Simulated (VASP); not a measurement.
# Te (P3_121) in VASP: further runs, part 2 of 3

VASP 6.6.1. Earlier steps stand in the parts before.

### 3 G0W0 quasiparticle levels, LDA

File POSCAR:

```
Te
1.0
    4.4540000000      0.0000000000      0.0000000000
   -2.2270000000      3.8572771485      0.0000000000
    0.0000000000      0.0000000000      5.9240000000
Te
3
Direct
    0.7310000000      0.7310000000      0.0000000000
    0.0000000000      0.2690000000      0.6666666667
    0.2690000000      0.0000000000      0.3333333333
```

File INCAR.step1:

```
  PREC = Accurate
  ENCUT = 450
  EDIFF = 1E-8
  ISMEAR = 0
  SIGMA = 0.01
  LREAL = False
  LASPH = True
  NELM = 100
  ALGO = Normal
  LWAVE = True
  LCHARG = False
  GGA = CA
```

File INCAR.step2:

```
  PREC = Accurate
  ENCUT = 450
  EDIFF = 1E-8
  ISMEAR = 0
  SIGMA = 0.01
  LREAL = False
  LASPH = True
  NELM = 1
  ALGO = Exact
  LWAVE = True
  LCHARG = False
  GGA = CA
  NBANDS = 257
  LOPTICS = True
  ISTART = 1
```

File INCAR.step3:

```
  PREC = Accurate
  ENCUT = 450
  EDIFF = 1E-8
  ISMEAR = 0
  SIGMA = 0.01
  LREAL = False
  LASPH = True
  ALGO = EVGW0
  LWAVE = True
  LCHARG = False
  GGA = CA
  NELMGW = 1
  NBANDS = 257
  ENCUTGW = 150
  NOMEGA = 48
  PRECFOCK = Fast
  ISTART = 1
  NBANDSGW = 17
```

File INCAR.step4:

```
  PREC = Accurate
  ENCUT = 450
  EDIFF = 1E-8
  ISMEAR = 0
  SIGMA = 0.01
  LREAL = False
  LASPH = True
  ALGO = BSE
  LWAVE = False
  LCHARG = False
  GGA = CA
  NBANDS = 257
  ENCUTGW = 150
  NBANDSO = 3
  NBANDSV = 4
  ANTIRES = 0
  OMEGAMAX = 20
  PRECFOCK = Fast
  ISTART = 1
  NBSEEIG = 10
```

File KPOINTS:

```
regular mesh
0
Gamma
  4 4 3
```

Potentials or basis: VASP PAW LDA potentials, release 64 (Te_GW).

Run with:

```sh
$ cat potpaw_LDA.64/Te_GW/POTCAR > POTCAR
$ cp INCAR.step1 INCAR
$ mpirun -np 1 vasp_std > vasp.out
$ cp INCAR.step2 INCAR
$ mpirun -np 1 vasp_std > vasp.out
$ cp INCAR.step3 INCAR
$ mpirun -np 1 vasp_std > vasp.out
$ cp INCAR.step4 INCAR
$ mpirun -np 1 vasp_std > vasp.out
```

OUTCAR:

```text
PREC = Accurate
   ENCUT = 450
   EDIFF = 1E-8
   ISMEAR = 0
   LREAL = False
   LASPH = True
   GGA = CA
   ENCUTGW = 150
   PRECFOCK = Fast
   ISTART = 1

 ion  position               nearest neighbor table
   1  0.731  0.731  0.000-   3 2.86   2 2.86   3 3.47   2 3.47   2 3.47   3 3.47
   2  0.000  0.269  0.667-   1 2.86   3 2.86   1 3.47   1 3.47   3 3.47   3 3.47
   3  0.269  0.000  0.333-   1 2.86   2 2.86   1 3.47   1 3.47   2 3.47   2 3.47

  LATTYP: Found a hexagonal cell.
 ALAT       =     4.4540000000
 C/A-ratio  =     1.3300404131

  Lattice vectors:

 A1 = (   4.4540000000,   0.0000000000,   0.0000000000)
 A2 = (  -2.2270000000,   3.8572771485,   0.0000000000)
 A3 = (   0.0000000000,   0.0000000000,   5.9240000000)

Analysis of symmetry for initial positions (statically):
=====================================================================
 Subroutine PRICEL returns:
 Original cell was already a primitive cell.

 Routine SETGRP: Setting up the symmetry group for a
 hexagonal supercell.

 Subroutine GETGRP returns: Found  6 space group operations
 (whereof  2 operations were pure point group operations)
 out of a pool of 24 trial point group operations.

The static configuration has the point symmetry C_2 .
 The point group associated with its full space group is D_3 .

Analysis of symmetry for dynamics (positions and initial velocities):
=====================================================================
 Subroutine PRICEL returns:
 Original cell was already a primitive cell.

 Routine SETGRP: Setting up the symmetry group for a
 hexagonal supercell.

 Subroutine GETGRP returns: Found  6 space group operations
 (whereof  2 operations were pure point group operations)
 out of a pool of 24 trial point group operations.

The dynamic configuration has the point symmetry C_2 .
 The point group associated with its full space group is D_3 .

 Subroutine INISYM returns: Found  6 space group operations
 (whereof  2 operations are pure point group operations),
[... 53 lines left out ...]
 Following reciprocal coordinates:
            Coordinates               Weight
  0.000000  0.000000  0.000000      1.000000
  0.250000  0.000000  0.000000      6.000000
  0.500000  0.000000  0.000000      3.000000
  0.250000  0.250000  0.000000      6.000000
  0.000000  0.000000  0.333333      2.000000
  0.250000  0.000000  0.333333      6.000000
  0.000000  0.250000  0.333333      6.000000
  0.500000  0.000000  0.333333      6.000000
  0.250000  0.250000  0.333333     12.000000
   k-points           NKPTS =      9   k-points in BZ     NKDIM =     48   number of bands    NBANDS=    257
   number of dos      NEDOS =    301   number of ions     NIONS =      3
   total plane-waves  NPLWV =  43008
   dimension x,y,z NGX =    32 NGY =   32 NGZ =   42
   dimension x,y,z NGXF=    64 NGYF=   64 NGZF=   84
   ions per type =               3
   NGX,Y,Z   is equivalent  to a cutoff of  11.94, 11.94, 11.79 a.u.
   NGXF,Y,Z  is equivalent  to a cutoff of  23.89, 23.89, 23.57 a.u.
 SYSTEM =  unknown system
   PREC   = accura    normal or accurate (medium, high low for compatibility)
   ISTART =      1    job   : 0-new  1-cont  2-samecut
   ICHARG =      0    charge: 1-file 2-atom 10-const
   ISPIN  =      1    spin polarized calculation?
   LNONCOLLINEAR =      F non collinear calculations
   LSORBIT =      F    spin-orbit coupling
   LASPH  =      T    aspherical Exc in radial PAW
   ENCUT  =  450.0 eV  33.07 Ry    5.75 a.u.   7.70  7.70 10.25*2*pi/ulx,y,z
   NELM   =     60;   NELMIN=  2; NELMDL=  0     # of ELM steps
   EDIFF  = 0.1E-07   stopping-criterion for ELM
   LREAL  =      F    real-space projection
   EDIFFG = 0.1E-06   stopping-criterion for IOM
   NSW    =      0    number of steps for IOM
   IBRION =     -1    ionic relax: 0-MD 1-quasi-New 2-CG
   NFREE  =      0    steps in history (QN), initial steepest desc. (CG)
   ISIF   =      0    stress and relaxation
   ISYM   =      3    0-nonsym 1-usesym 2-fastsym
   POTIM  = 0.5000    time-step for ionic-motion
   TEBEG  =    0.0;   TEEND  =   0.0 temperature during run
   PSTRESS=    0.0 pullay stress
   NELECT =      18.0000    total number of electrons
   NUPDOWN=      -1.0000    fix difference up-down
   EMIN   =  10.00;   EMAX   =-10.00  energy-range for DOS
   EFERMI =   0.00;   METHOD = LEGACY
   ISMEAR =     0;   SIGMA  =   0.01  broadening in eV -4-tet -1-fermi 0-gaus
   EFERMI_NEDOS =   21; number of points for ismear=-14 and -15
   IALGO  =     38    algorithm
   IMIX   =      4    mixing-type and parameters
     AMIX     =   0.40;   BMIX     =  1.00
     AMIX_MAG =   1.60;   BMIX_MAG =  1.00
  volume/ion in A,a.u.               =      33.93       228.94
  Fermi-wavevector in a.u.,A,eV,Ry     =   0.918933  1.736531 11.489263  0.844437
  Thomas-Fermi vector in A             =   2.044070
   LORBIT       =      0    0 simple, 1 ext, 2 COOP (PROOUT), +10 PAW based schemes
   GGA     = CA    functional components
   LHFCALC =     T    Hartree Fock is set to
   PRECFOCK=fast      Normal, Fast or Accurate (Low or Medium for compatibility)
   ENCUT4O =  -1.0   cutoff for four orbital integrals eV
   NKREDX  =     1    reduce k-point grid by
   NKREDY  =     1    reduce k-point grid by
   NKREDZ  =     1    reduce k-point grid by
   AEXX    =    1.0000 exact exchange contribution
   HFSCREEN=    0.0000 screening length (either q_TF or 0.3 A-1)
   HFSCREENC=   0.0000 screening length for correlation (either q_TF or 0.3 A-1)
   ENCUTFOCK=  -1.0 apply spherical cutoff to Coloumb kernel
   IVDW    =     0    specifies the selected vdW correction
   LEPSILON=     F    determine dielectric tensor
   LRPA    =     F    only Hartree local field effects (RPA)
   LRPAFORCE           =     F    calculate RPA forces
   ENCUTGW             = 150.0    cutoff for response function in eV
   ENCUTGWSOFT         = 120.0    soft cutoff for Coulomb kernel in GW response function in eV
   ENCUTLF             =  -1.0    cutoff for local field effects
   NELMGW              =     1    number of iterations in solving QP/BSE equation
   NELMHF              =     1    number of iterations in the inner HF iteration
   NKREDLFX            =     1    NKREDLFY  =   1   NKREDLFZ  =   1
 non-spin polarized calculation
 Gauss-broadening in eV      SIGMA  =   0.01
  energy-cutoff  :      450.00
  volume of cell :      101.78
 maximum number of plane-waves:      2226
 NGX is ok and might be reduce to    32
  NGX = 18; NGY = 18; NGZ = 24
   NGX = 15   NGY = 15   NGZ = 21
 maximum number of plane-waves:       449
 NGX is ok and might be reduce to    18

 BSE (scaLAPACK) attempting allocation of   0.005 Gbyte  rank=    576

=======================================================================
```

OUTCAR.step2:

```text
PREC = Accurate
   ENCUT = 450
   EDIFF = 1E-8
   ISMEAR = 0
   LREAL = False
[... 762 lines left out ...]
     0.00000    51.33775    51.33775   116.53393     0.00000    -0.00000     0.00000
     1.31700    18.86700    18.86700   -38.07027    -0.00000     0.00000     0.00000
     2.63400   -17.04450   -17.04450   -27.00281    -0.00000     0.00000    -0.00000
     3.95100    -3.26871    -3.26871    -9.19836    -0.00000     0.00000     0.00000
     5.26801     0.57159     0.57159    -4.08007    -0.00000     0.00000    -0.00000
     6.58501     0.89549     0.89549    -2.98386     0.00000     0.00000     0.00000
[... 92 lines left out ...]
   129.06616     0.98304     0.98304     0.98120     0.00000     0.00000    -0.00000
   130.38316     0.98339     0.98339     0.98158     0.00000     0.00000    -0.00000
```

It took 14 min on 1 thread of Intel Xeon 6975P-C (Granite Rapids), shared host; peak memory 1.2 GiB.

Results:

```
Band gap on the k mesh, mean-field level : 0.74 eV, indirect (least direct gap 0.96 eV)
Quasiparticle gap                        : 1.04 eV
Least direct quasiparticle gap           : 1.26 eV
```

Dielectric function (mean over the directions given):
```csv
energy (eV),real part,imaginary part
0.32,58.83,2.06
1.28,-48.23,166.45
2.32,-44.03,35.09
3.36,-16.50,6.20
4.40,-7.31,1.45
5.45,-4.64,1.62
6.49,-2.75,2.19
7.53,-2.92,0.85
8.57,-1.59,0.09
9.61,-0.93,0.05
10.57,-0.55,0.03
11.61,-0.25,0.02
12.65,-0.04,0.02
13.69,0.12,0.01
14.73,0.24,0.01
15.78,0.35,0.01
16.82,0.43,0.01
17.86,0.49,0.01
18.90,0.55,0.00
19.94,0.60,0.00
```

Lowest excitation energies (eV) and strengths:
| energy | strength |
| --- | --- |
| 1.208 | 587 |
| 1.226 | 31.6 |
| 1.226 | 31.5 |
| 1.229 | 0.554 |
| 1.229 | 0.554 |
| 1.229 | 0 |
| 1.232 | 3.99 |
| 1.232 | 3.99 |
| 1.232 | 0.001 |
| 1.234 | 0 |

Caveat: bands, screening cutoff and mesh are small and nothing is extrapolated, so the quasiparticle values aren't converged; spectra need much finer meshes, so this one isn't converged; spin-orbit coupling is left out, which moves the levels of the heavy elements; an odd mesh through Γ misses points on the zone boundary, where band edges often lie.

### 4 Band structure, HSE06

POSCAR is that of step 3.

File INCAR.step1:

```
  PREC = Accurate
  ENCUT = 520
  EDIFF = 1E-5
  ISMEAR = 0
  SIGMA = 0.02
  LREAL = False
  LASPH = True
  NELM = 100
  ALGO = Normal
  ISIF = 2
  LWAVE = True
  LCHARG = False
  GGA = PE
  KPAR = 4
```

File INCAR.step2:

```
  PREC = Accurate
  ENCUT = 520
  EDIFF = 1E-6
  ISMEAR = 0
  SIGMA = 0.02
  LREAL = False
  LASPH = True
  NELM = 100
  ALGO = Normal
  ISIF = 2
  LWAVE = False
  LCHARG = False
  GGA = PE
  LHFCALC = True
  HFSCREEN = 0.2
  PRECFOCK = Fast
  ISTART = 1
  KPAR = 4
```

File KPOINTS:

```
regular mesh
0
Gamma
  6 6 4
```

File KPOINTS_OPT:

```
path GMKGALHA,LM,KH
10
line-mode
reciprocal
 0.0000000000  0.0000000000  0.0000000000  G
 0.5000000000  0.0000000000  0.0000000000  M

 0.5000000000  0.0000000000  0.0000000000  M
 0.3333333333  0.3333333333  0.0000000000  K

 0.3333333333  0.3333333333  0.0000000000  K
 0.0000000000  0.0000000000  0.0000000000  G

 0.0000000000  0.0000000000  0.0000000000  G
 0.0000000000  0.0000000000  0.5000000000  A

 0.0000000000  0.0000000000  0.5000000000  A
 0.5000000000  0.0000000000  0.5000000000  L

 0.5000000000  0.0000000000  0.5000000000  L
 0.3333333333  0.3333333333  0.5000000000  H

 0.3333333333  0.3333333333  0.5000000000  H
 0.0000000000  0.0000000000  0.5000000000  A

 0.5000000000  0.0000000000  0.5000000000  L
 0.5000000000  0.0000000000  0.0000000000  M

 0.3333333333  0.3333333333  0.0000000000  K
 0.3333333333  0.3333333333  0.5000000000  H
```

Potentials or basis: VASP PAW PBE potentials, release 64 (Te).

Run with:

```sh
$ cat potpaw_PBE.64/Te/POTCAR > POTCAR
$ cp INCAR.step1 INCAR
$ mpirun -np 4 vasp_std > vasp.out
$ cp INCAR.step2 INCAR
$ mpirun -np 4 vasp_std > vasp.out
```

OUTCAR:

```text
PREC = Accurate
   ENCUT = 520
   EDIFF = 1E-6
   ISMEAR = 0
   LREAL = False
   LASPH = True
   NELM = 100
   ISIF = 2
   GGA = PE
   LHFCALC = True
   HFSCREEN = 0.2
   PRECFOCK = Fast
   ISTART = 1

 ion  position               nearest neighbor table
   1  0.731  0.731  0.000-   3 2.86   2 2.86   3 3.47   2 3.47   2 3.47   3 3.47
   2  0.000  0.269  0.667-   1 2.86   3 2.86   1 3.47   1 3.47   3 3.47   3 3.47
   3  0.269  0.000  0.333-   1 2.86   2 2.86   1 3.47   1 3.47   2 3.47   2 3.47

  LATTYP: Found a hexagonal cell.
 ALAT       =     4.4540000000
 C/A-ratio  =     1.3300404131

  Lattice vectors:

 A1 = (   4.4540000000,   0.0000000000,   0.0000000000)
 A2 = (  -2.2270000000,   3.8572771485,   0.0000000000)
 A3 = (   0.0000000000,   0.0000000000,   5.9240000000)

Analysis of symmetry for initial positions (statically):
=====================================================================
 Subroutine PRICEL returns:
 Original cell was already a primitive cell.

 Routine SETGRP: Setting up the symmetry group for a
 hexagonal supercell.
[... 192 lines left out ...]
      4       2.2379      2.00000
      5       2.6365      2.00000
      6       2.6365      2.00000
      7       3.6955      2.00000
      8       3.6955      2.00000
      9       4.5870      2.00000
     10       7.0983      0.00000
     11       7.0983      0.00000
     12       7.7860      0.00000
     13      11.2060      0.00000
[... 354 lines left out ...]
  band No.  band energies     occupation
      1      -7.3222      2.00000
      2      -7.3221      2.00000
      3      -5.4434      2.00000
      4      -0.1344      2.00000
      5       0.0132      2.00000
      6       0.0132      2.00000
      7       4.4994      2.00000
      8       5.5817      2.00000
      9       5.5817      2.00000
     10       6.1742      0.00000
     11       7.4485      0.00000
     12       7.4485      0.00000
     13      12.2061      0.00000

------------------------ aborting loop because EDIFF is reached ----------------------------------------

  FORCE on cell =-STRESS in cart. coord.  units (eV):
  Direction    XX          YY          ZZ          XY          YZ          ZX
  --------------------------------------------------------------------------------------
  -------------------------------------------------------------------------------------
  Total       -0.2714177     -0.2714177     -0.8892292     -0.0000000      0.0000000      0.0000000
  in kB       -4.2727029     -4.2727029    -13.9983938     -0.0000000      0.0000000      0.0000000
  external PRESSURE =      -7.5145999 kB  Pullay stress =       0.0000000 kB

 VOLUME and BASIS-vectors are now :
 -----------------------------------------------------------------------------
  energy-cutoff  :      520.00
  volume of cell :      101.78
      direct lattice vectors                 reciprocal lattice vectors
     4.454000000  0.000000000  0.000000000     0.224517288  0.129625117  0.000000000
    -2.227000000  3.857277149  0.000000000     0.000000000  0.259250233  0.000000000
     0.000000000  0.000000000  5.924000000     0.000000000  0.000000000  0.168804862

 POSITION                                       TOTAL-FORCE (eV/Angst)
 -----------------------------------------------------------------------------------
      1.62794      2.81967      0.00000         0.163539      0.283258      0.000000
     -0.59906      1.03761      3.94933         0.163539     -0.283258      0.000000
      1.19813      0.00000      1.97467        -0.327079      0.000000      0.000000
 -----------------------------------------------------------------------------------
    total drift:                                0.000000      0.000001      0.000000

  FREE ENERGIE OF THE ION-ELECTRON SYSTEM (eV)
  ---------------------------------------------------
  free  energy   TOTEN  =       -11.8997863659 eV

  energy  without entropy=      -11.8997863659  energy(sigma->0) =      -11.89978637
```

OUTCAR.step1:

```text
PREC = Accurate
   ENCUT = 520
   EDIFF = 1E-5
   ISMEAR = 0
   LREAL = False
[... 611 lines left out ...]
      1.62794      2.81967      0.00000        -0.075472     -0.130722      0.000000
     -0.59906      1.03761      3.94933        -0.075472      0.130722     -0.000000
      1.19813      0.00000      1.97467         0.150945      0.000000     -0.000000
 -----------------------------------------------------------------------------------
    total drift:                                0.000000     -0.000000      0.000000

  FREE ENERGIE OF THE ION-ELECTRON SYSTEM (eV)
  ---------------------------------------------------
  free  energy   TOTEN  =        -9.4122548737 eV

  energy  without entropy=       -9.4122548737  energy(sigma->0) =       -9.41225487
```

OSZICAR.step1:

```text
N       E                     dE             d eps       ncg     rms          rms(c)
DAV:   1     0.828352026912E+02    0.82835E+02   -0.67121E+03   624   0.112E+03
DAV:   2    -0.369782814203E+01   -0.86533E+02   -0.82854E+02   815   0.159E+02
DAV:   3    -0.931855487660E+01   -0.56207E+01   -0.55783E+01   754   0.469E+01
DAV:   4    -0.942806342805E+01   -0.10951E+00   -0.10942E+00   788   0.771E+00
DAV:   5    -0.942975013052E+01   -0.16867E-02   -0.16867E-02   762   0.899E-01    0.123E+01
DAV:   6    -0.941465870164E+01    0.15091E-01   -0.19543E-02   674   0.960E-01    0.777E+00
DAV:   7    -0.941283628561E+01    0.18224E-02   -0.40914E-02   649   0.142E+00    0.309E-01
DAV:   8    -0.941218135015E+01    0.65494E-03   -0.75750E-03   634   0.559E-01    0.153E-01
DAV:   9    -0.941221655455E+01   -0.35204E-04   -0.21450E-04   845   0.112E-01    0.113E-01
DAV:  10    -0.941226092416E+01   -0.44370E-04   -0.59076E-05   634   0.548E-02    0.262E-02
DAV:  11    -0.941225487374E+01    0.60504E-05   -0.20477E-05   437   0.321E-02
   1 F= -.94122549E+01 E0= -.94122549E+01  d E =-.114669E-10
```

Wall time 19 min (4 MPI ranks of Intel Xeon Platinum 8488C (Sapphire Rapids), shared host); peak memory 0.44 GiB.

Results:

| Quantity | Value |
| --- | --- |
| Free energy | -11.8998 eV |
| Pressure | -0.8 GPa |
| Largest force | 0.327 eV/Å |
| Band gap on the k mesh | 0.59 eV, direct |
| Band gap along the path | 0.57 eV, indirect (least direct gap 0.59 eV) |

Forces in eV/Å, atoms in the order of the input:
```
Te   0.164  0.283  0.000
Te   0.164 -0.283  0.000
Te  -0.327  0.000  0.000
```

Levels at the corners of the path, in eV from the valence-band top:
```tsv
point	band 7	band 8	band 9	band 10	band 11	band 12
Γ	-1.91	-1.91	-1.01	1.50	1.50	2.18
M	-3.92	-1.14	-0.94	1.29	1.38	3.47
M	-3.92	-1.14	-0.94	1.29	1.38	3.47
K	-3.42	-3.20	-3.03	3.51	3.51	3.85
K	-3.42	-3.20	-3.03	3.51	3.51	3.85
Γ	-1.91	-1.91	-1.01	1.50	1.50	2.18
Γ	-1.91	-1.91	-1.01	1.50	1.50	2.18
A	-1.57	-1.20	-1.20	0.89	0.93	0.93
A	-1.57	-1.20	-1.20	0.89	0.93	0.93
L	-2.72	-2.37	-0.23	1.18	2.51	3.16
L	-2.72	-2.37	-0.23	1.18	2.51	3.16
H	-1.10	-0.02	-0.02	0.57	1.85	1.85
H	-1.10	-0.02	-0.02	0.57	1.85	1.85
A	-1.57	-1.20	-1.20	0.89	0.93	0.93
L	-2.72	-2.37	-0.23	1.18	2.51	3.16
M	-3.92	-1.14	-0.94	1.29	1.38	3.47
K	-3.42	-3.20	-3.03	3.51	3.51	3.85
H	-1.10	-0.02	-0.02	0.57	1.85	1.85
```

Caveat: the PAW data sets were made with another functional, which shifts forces and pressure a little; spin-orbit coupling is left out, which moves the levels of the heavy elements.

(Continued in part 3 of 3.)
